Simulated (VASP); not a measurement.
# Mo (Fd-3m) in VASP: single point with LDA

Aim: the single point of Mo with LDA.

Everything below comes from runs of VASP 6.6.1. Logs are shortened: lines on timing, memory, paths and dates and some standing lists are left out, and cuts for length are marked.

## (1) The crystal as given

The structure is cubic, space group Fd-3m (No. 227). Conventional cell: a = 5.578 Å, b = 5.578 Å, c = 5.578 Å, α = 90.00°, β = 90.00°, γ = 90.00°. Around Mo (site symmetry -43m) lie 4 Mo at 2.42 Å.

The cell was built by a generator and needn't be a form met in nature.

## (2) Single point, LDA

INCAR reads:

```
SYSTEM = Mo
ALGO     = Normal         ! electronic algorithm
EDIFF    = 1E-6           ! SCF threshold, eV
ENCUT    = 520            ! plane-wave cutoff, eV
ISIF     = 2              ! what is computed and relaxed
ISMEAR   = -1             ! smearing method
LASPH    = .True.         ! aspherical terms in the spheres
LCHARG   = .False.        ! write CHGCAR
LREAL    = .False.        ! projectors in reciprocal space
LWAVE    = .False.        ! write WAVECAR
NBANDS   = 21             ! bands
NELM     = 80             ! most SCF steps
PREC     = Accurate       ! precision mode
SIGMA    = 0.13605693000000002 ! smearing width, eV
```

KPOINTS reads:

```
k-points
0
Gamma
  8 8 8
  0 0 0
```

POSCAR reads:

```
Mo
1.0
    0.0000000000      2.7890730596      2.7890730596
    2.7890730596      0.0000000000      2.7890730596
    2.7890730596      2.7890730596      0.0000000000
Mo
2
Direct
    0.0000000000      0.0000000000      0.0000000000
    0.2500000000      0.2500000000      0.2500000000
```

Potentials or basis: VASP PAW LDA potentials, release 64 (Mo_sv).

On the command line:

```sh
$ cat potpaw_LDA.64/Mo_sv/POTCAR > POTCAR
$ mpirun -np 1 vasp_std > vasp.out
```

OUTCAR:

```text
SYSTEM = Mo
   EDIFF = 1E-6
   ENCUT = 520
   ISIF = 2
   ISMEAR = -1
   LASPH = .True.
   LREAL = .False.
   NELM = 80
   PREC = Accurate

 ion  position               nearest neighbor table
   1  0.000  0.000  0.000-   2 2.42   2 2.42   2 2.42   2 2.42
   2  0.250  0.250  0.250-   1 2.42   1 2.42   1 2.42   1 2.42

  LATTYP: Found a face centered cubic cell.
 ALAT       =     5.5781461192

  Lattice vectors:

 A1 = (   0.0000000000,   2.7890730596,   2.7890730596)
 A2 = (   2.7890730596,   0.0000000000,   2.7890730596)
 A3 = (   2.7890730596,   2.7890730596,   0.0000000000)

Analysis of symmetry for initial positions (statically):
=====================================================================
 Subroutine PRICEL returns:
 Original cell was already a primitive cell.

 Routine SETGRP: Setting up the symmetry group for a
 face centered cubic supercell.

 Subroutine GETGRP returns: Found 48 space group operations
 (whereof 24 operations were pure point group operations)
 out of a pool of 48 trial point group operations.

The static configuration has the point symmetry T_d .
 The point group associated with its full space group is O_h .

Analysis of symmetry for dynamics (positions and initial velocities):
=====================================================================
 Subroutine PRICEL returns:
 Original cell was already a primitive cell.

 Routine SETGRP: Setting up the symmetry group for a
 face centered cubic supercell.

 Subroutine GETGRP returns: Found 48 space group operations
 (whereof 24 operations were pure point group operations)
 out of a pool of 48 trial point group operations.

The dynamic configuration has the point symmetry T_d .
 The point group associated with its full space group is O_h .

 Subroutine INISYM returns: Found 48 space group operations
 (whereof 24 operations are pure point group operations),
 and found     1 'primitive' translations

----------------------------------------------------------------------------------------

                                     Primitive cell

  volume of cell :      43.3920

  direct lattice vectors                    reciprocal lattice vectors
     0.000000000  2.789073060  2.789073060    -0.179271030  0.179271030  0.179271030
     2.789073060  0.000000000  2.789073060     0.179271030 -0.179271030  0.179271030
     2.789073060  2.789073060  0.000000000     0.179271030  0.179271030 -0.179271030

  length of vectors
     3.944344947  3.944344947  3.944344947     0.310506532  0.310506532  0.310506532

  position of ions in fractional coordinates (direct lattice)
     0.000000000  0.000000000  0.000000000
     0.250000000  0.250000000  0.250000000

  ion indices of the primitive-cell ions
   primitive index   ion index
                 1           1
                 2           2

----------------------------------------------------------------------------------------

 KPOINTS: k-points

Automatic generation of k-mesh.
 Grid dimensions read from file:
 generate k-points for:    8    8    8

 Generating k-lattice:

  Cartesian coordinates                     Fractional coordinates (reciprocal lattice)
    -0.022408879  0.022408879  0.022408879     0.125000000  0.000000000  0.000000000
     0.022408879 -0.022408879  0.022408879     0.000000000  0.125000000  0.000000000
     0.022408879  0.022408879 -0.022408879     0.000000000  0.000000000  0.125000000

  Length of vectors
     0.038813317  0.038813317  0.038813317

  Shift w.r.t. Gamma in fractional coordinates (k-lattice)
     0.000000000  0.000000000  0.000000000

 Subroutine IBZKPT returns following result:
 ===========================================

 Found     29 irreducible k-points:

 Following reciprocal coordinates:
            Coordinates               Weight
  0.000000  0.000000  0.000000      1.000000
  0.125000  0.000000  0.000000      8.000000
  0.250000  0.000000  0.000000      8.000000
  0.375000  0.000000  0.000000      8.000000
  0.500000  0.000000  0.000000      4.000000
  0.125000  0.125000  0.000000      6.000000
[... 16 lines left out ...]
  0.500000  0.250000  0.125000     48.000000
 -0.375000  0.250000  0.125000     24.000000
 [... further k-points ...]
   k-points           NKPTS =     29   k-points in BZ     NKDIM =     29   number of bands    NBANDS=     21
   number of dos      NEDOS =    301   number of ions     NIONS =      2
   total plane-waves  NPLWV =  27000
   dimension x,y,z NGX =    30 NGY =   30 NGZ =   30
   dimension x,y,z NGXF=    60 NGYF=   60 NGZF=   60
   ions per type =               2
   NGX,Y,Z   is equivalent  to a cutoff of  12.64, 12.64, 12.64 a.u.
   NGXF,Y,Z  is equivalent  to a cutoff of  25.29, 25.29, 25.29 a.u.
 SYSTEM =  Mo
   PREC   = accura    normal or accurate (medium, high low for compatibility)
   ISTART =      0    job   : 0-new  1-cont  2-samecut
   ICHARG =      2    charge: 1-file 2-atom 10-const
   ISPIN  =      1    spin polarized calculation?
   LNONCOLLINEAR =      F non collinear calculations
   LSORBIT =      F    spin-orbit coupling
   LASPH  =      T    aspherical Exc in radial PAW
   ENCUT  =  520.0 eV  38.22 Ry    6.18 a.u.   7.33  7.33  7.33*2*pi/ulx,y,z
   NELM   =     80;   NELMIN=  2; NELMDL= -5     # of ELM steps
   EDIFF  = 0.1E-05   stopping-criterion for ELM
   LREAL  =      F    real-space projection
   EDIFFG = 0.1E-04   stopping-criterion for IOM
   NSW    =      0    number of steps for IOM
   IBRION =     -1    ionic relax: 0-MD 1-quasi-New 2-CG
   NFREE  =      0    steps in history (QN), initial steepest desc. (CG)
   ISIF   =      2    stress and relaxation
   ISYM   =      2    0-nonsym 1-usesym 2-fastsym
   POTIM  = 0.5000    time-step for ionic-motion
   TEBEG  =    0.0;   TEEND  =   0.0 temperature during run
   PSTRESS=    0.0 pullay stress
   NELECT =      28.0000    total number of electrons
   NUPDOWN=      -1.0000    fix difference up-down
   EMIN   =  10.00;   EMAX   =-10.00  energy-range for DOS
   EFERMI =   0.00;   METHOD = LEGACY
   ISMEAR =    -1;   SIGMA  =   0.14  broadening in eV -4-tet -1-fermi 0-gaus
   EFERMI_NEDOS =   21; number of points for ismear=-14 and -15
   IALGO  =     38    algorithm
   IMIX   =      4    mixing-type and parameters
     AMIX     =   0.40;   BMIX     =  1.00
     AMIX_MAG =   1.60;   BMIX_MAG =  1.00
  volume/ion in A,a.u.               =      21.70       146.41
  Fermi-wavevector in a.u.,A,eV,Ry     =   1.414678  2.673354 27.229530  2.001314
  Thomas-Fermi vector in A             =   2.536195
   LORBIT       =      0    0 simple, 1 ext, 2 COOP (PROOUT), +10 PAW based schemes
   GGA     = CA    functional components
   LHFCALC =     F    Hartree Fock is set to
   AEXX    =    0.0000 exact exchange contribution
   IVDW    =     0    specifies the selected vdW correction
   LEPSILON=     F    determine dielectric tensor
   LRPA    =     F    only Hartree local field effects (RPA)
 non-spin polarized calculation
  energy-cutoff  :      520.00
  volume of cell :       43.39
 maximum number of plane-waves:      1211
 NGX is ok and might be reduce to    30
   NGX = 15   NGY = 15   NGZ = 15

 number of electron      28.0000006 magnetization

 Free energy of the ion-electron system (eV)
  ---------------------------------------------------
  ext. energy  EPLUGINS =         0.00000000
  ---------------------------------------------------
  free energy    TOTEN  =       -19.61735544 eV

  energy without entropy =      -19.45930635  energy(sigma->0) =      -19.53833090

 E-fermi :   7.3529     XC(G=0): -11.3910

 val. band max:        7.3271242858   @ k =  -0.2500   0.5000   0.2500
 cond. band min:       7.3600110282   @ k =   0.3750   0.0000   0.0000
 fundamental gap:      0.0328867424
 Fermi energy:         7.3528830283

 k-point     1 :       0.0000    0.0000    0.0000
  band No.  band energies     occupation
      1     -52.8367      2.00000
      2     -51.9942      2.00000
      3     -27.4492      2.00000
      4     -27.4492      2.00000
      5     -27.4492      2.00000
      6     -26.1599      2.00000
[... 13 lines left out ...]
     20      18.9310      0.00000
     21      19.7279      0.00000

 k-point     2 :       0.1250    0.0000    0.0000
  band No.  band energies     occupation
      1     -52.8138      2.00000
      2     -52.0190      2.00000
      3     -27.4741      2.00000
      4     -27.4741      2.00000
      5     -27.4483      2.00000
      6     -26.1596      2.00000
[... 13 lines left out ...]
     20      17.9674      0.00000
     21      19.8529      0.00000

 k-point     3 :       0.2500    0.0000    0.0000
  band No.  band energies     occupation
      1     -52.7516      2.00000
      2     -52.0859      2.00000
      3     -27.5305      2.00000
      4     -27.5305      2.00000
      5     -27.4478      2.00000
      6     -26.1566      2.00000
[... 13 lines left out ...]
     20      16.4373      0.00000
     21      17.7003      0.00000

 k-point     4 :       0.3750    0.0000    0.0000
  band No.  band energies     occupation
      1     -52.6735      2.00000
      2     -52.1687      2.00000
      3     -27.5823      2.00000
      4     -27.5823      2.00000
      5     -27.4498      2.00000
      6     -26.1505      2.00000
[... 13 lines left out ...]
     20      13.6624      0.00000
     21      17.4371      0.00000

 k-point     5 :       0.5000    0.0000    0.0000
  band No.  band energies     occupation
      1     -52.6324      2.00000
      2     -52.2118      2.00000
      3     -27.6027      2.00000
      4     -27.6027      2.00000
      5     -27.4514      2.00000
      6     -26.1471      2.00000
[... 13 lines left out ...]
     20      12.2688      0.00000
     21      17.4056      0.00000
[... 382 lines left out ...]
     20      12.5729      0.00000
     21      12.8854      0.00000

 k-point    22 :       0.3750    0.2500    0.1250
  band No.  band energies     occupation
      1     -52.6955      2.00000
      2     -52.1455      2.00000
      3     -27.6580      2.00000
      4     -27.5962      2.00000
      5     -27.2819      2.00000
      6     -26.3243      2.00000
[... 13 lines left out ...]
     20      16.1519      0.00000
     21      16.3112      0.00000

 k-point    23 :       0.5000    0.2500    0.1250
  band No.  band energies     occupation
      1     -52.6167      2.00000
      2     -52.2280      2.00000
      3     -27.7267      2.00000
      4     -27.6416      2.00000
      5     -27.2067      2.00000
      6     -26.3913      2.00000
[... 13 lines left out ...]
     20      13.6139      0.00000
     21      15.6362      0.00000

 k-point    24 :      -0.3750    0.2500    0.1250
  band No.  band energies     occupation
      1     -52.5719      2.00000
      2     -52.2745      2.00000
      3     -27.7510      2.00000
      4     -27.6626      2.00000
      5     -27.1729      2.00000
      6     -26.4210      2.00000
[... 13 lines left out ...]
     20      12.2385      0.00000
     21      15.5997      0.00000

 [... further k-points ...]
[... 5 lines left out ...]
  --------------------------------------------------------------------------------------
  -------------------------------------------------------------------------------------
  Total        0.0978676      0.0978676      0.0978676     -0.0000000      0.0000000      0.0000000
  in kB        3.6135994      3.6135994      3.6135994     -0.0000000      0.0000000      0.0000000
  external PRESSURE =       3.6135994 kB  Pullay stress =       0.0000000 kB

 VOLUME and BASIS-vectors are now :
 -----------------------------------------------------------------------------
  energy-cutoff  :      520.00
  volume of cell :       43.39
      direct lattice vectors                 reciprocal lattice vectors
     0.000000000  2.789073060  2.789073060    -0.179271030  0.179271030  0.179271030
     2.789073060  0.000000000  2.789073060     0.179271030 -0.179271030  0.179271030
     2.789073060  2.789073060  0.000000000     0.179271030  0.179271030 -0.179271030

 POSITION                                       TOTAL-FORCE (eV/Angst)
 -----------------------------------------------------------------------------------
      0.00000      0.00000      0.00000        -0.000000     -0.000000     -0.000000
      1.39454      1.39454      1.39454         0.000000      0.000000      0.000000
 -----------------------------------------------------------------------------------
    total drift:                                0.000000     -0.000000      0.000000

  FREE ENERGIE OF THE ION-ELECTRON SYSTEM (eV)
  ---------------------------------------------------
  free  energy   TOTEN  =       -19.6173554415 eV

  energy  without entropy=      -19.4593063517  energy(sigma->0) =      -19.53833090
```

Run time: 9.8 s. Hardware: 1 thread of AMD EPYC 9R45 (Zen 5), shared host; peak memory 0.12 GiB.

Results:

```
Free energy            : -19.6174 eV
Pressure               : 0.4 GPa
Band gap on the k mesh : none (metal or under the smearing width)
```

Levels at points of the mesh, in eV from the Fermi level:
```
           k point  band 11  band 12  band 13  band 14  band 15  band 16  band 17  band 18
(0.00, 0.00, 0.00)    -2.46    -1.39    -1.39    -1.39     1.36     1.36     1.36     4.66
(0.50, 0.00, 0.00)    -2.18    -2.18    -1.72    -1.72     0.47     2.43     2.43     3.87
(0.50, 0.50, 0.00)    -1.67    -1.67     0.11     0.11     0.52     0.52     4.20     4.20
```
